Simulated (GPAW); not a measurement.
**AlPt: relaxation of cell and atoms with PBEsol+D3(BJ)+ATM**

AlPt:

```
Pt Al
1.0
     3.09155    0.00000    0.00000
     0.00000    3.09155    0.00000
     0.00000    0.00000    3.09155
Pt Al
1 1
Direct
  0.50000 0.50000 0.50000
  0.00000 0.00000 0.00000
```

Measurements of this composition are mostly on another form, of space group No. 198.

| Quantity | Value |
| --- | --- |
| Program | GPAW 26.7.0 |
| Task | relaxation of cell and atoms |
| Functional | PBEsol |
| Dispersion | D3(BJ)+ATM |
| Potentials or basis | PAW data sets generated in the run's folder for this functional |
| Cutoff | 600 eV |
| Basis | pw |
| k mesh | 9 × 9 × 9 |
| Occupations | fermi-dirac, width 0.05 eV |
| Spin | no spin polarisation |
| Maxiter | 150 |
| Optimizer | BFGS |
| Fmax | 0.02 eV/Å |
| Max steps | 60 |
| Convergence | density=1e-05 forces=0.0001 |

```yaml
Relaxed_volume: 14.04 Å³/atom
Relaxed_cell: a = 3.039 Å, b = 3.039 Å, c = 3.039 Å, α = 90.00°, β = 90.00°, γ = 90.00°
Space_group_after_relaxing_to_0.05_Å: Pm-3m (No. 221)
Energy_gained_by_relaxing: 23.5 meV/atom
Ionic_steps: 4
Pressure_after_relaxing: 0.0 GPa
Band_gap_on_the_k_mesh: none (metal or under the smearing width)
Dispersion_energy_per_atom: -0.500 eV
```

Step by step:
```tsv
step	energy change (eV)	largest force (eV/Å)	pressure (GPa)	volume (Å³)
1	0.0000	0.0000	-9.77	29.55
2	-0.0286	0.0000	-6.37	28.98
3	-0.0470	0.0000	0.51	28.01
4	-0.0471	0.0000	-0.02	28.08
```

Final structure:
```xyz
2
Lattice="3.0394 0.0000 0.0000 0.0000 3.0394 0.0000 0.0000 0.0000 3.0394" Properties=species:S:1:pos:R:3 pbc="T T T"
Pt    1.5197    1.5197    1.5197
Al    0.0000    0.0000    0.0000
```

Levels at points of the mesh, in eV from the Fermi level:
```tsv
k point	band 7	band 8	band 9	band 10	band 11	band 12
(0.00, 0.00, 0.00)	-2.73	-2.73	-2.73	4.00	4.00	4.00
```

Run time: 30 s on 1 thread of Intel(R) Xeon(R) 6975P-C (Granite Rapids), with other jobs on the host, peak memory 0.2 GiB.

Caveat: later steps reuse the first step's grids; pairwise dispersion overbinds metals, which lowers pressure and volume. The run has no spin-orbit coupling, so splittings on Pt are missing.
